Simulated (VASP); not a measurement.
Ge, 2 atoms in the cell. The typed cell holds 2 atoms: a = 3.900 Å, b = 3.900 Å, c = 3.900 Å, α = 97.38°, β = 97.38°, γ = 138.01°. This isn't the form of Ge at room conditions, which is diamond. The cell isn't the ideal one: atoms moved at random, drawn with an rms of 0.05 Å.

| Property | Result |
| --- | --- |
| Program | VASP 6.6.1 |
| Task | single point |
| Functional | PBEsol |
| Potentials or basis | VASP PAW PBE potentials, release 64 (Ge_d) |
| Cutoff | 520 eV |
| k mesh | 11 × 11 × 11 |
| Occupations | fermi-dirac, width 0.05 eV |
| Spin | no spin polarisation |
| Ladder | free |
| Further INCAR settings | ALGO = Normal; EDIFF = 1e-07; NBANDS = 21 |

Potentials or basis: VASP PAW PBE potentials, release 64 (Ge_d).

Command:

```bash
$ cat potpaw_PBE.64/Ge_d/POTCAR > POTCAR
$ mpirun -np 1 vasp_std > vasp.out
```

Hardware: 1 thread of AMD EPYC 9R45 96-Core Processor (Zen 5), with other jobs on the host.

**Question.** How long does it take, and how much memory?

**Answer.** Run time: 3.4 min on 1 thread of AMD EPYC 9R45 96-Core Processor (Zen 5), with other jobs on the host, peak memory 0.47 GiB. Counts: scf iterations 11, k points 666.
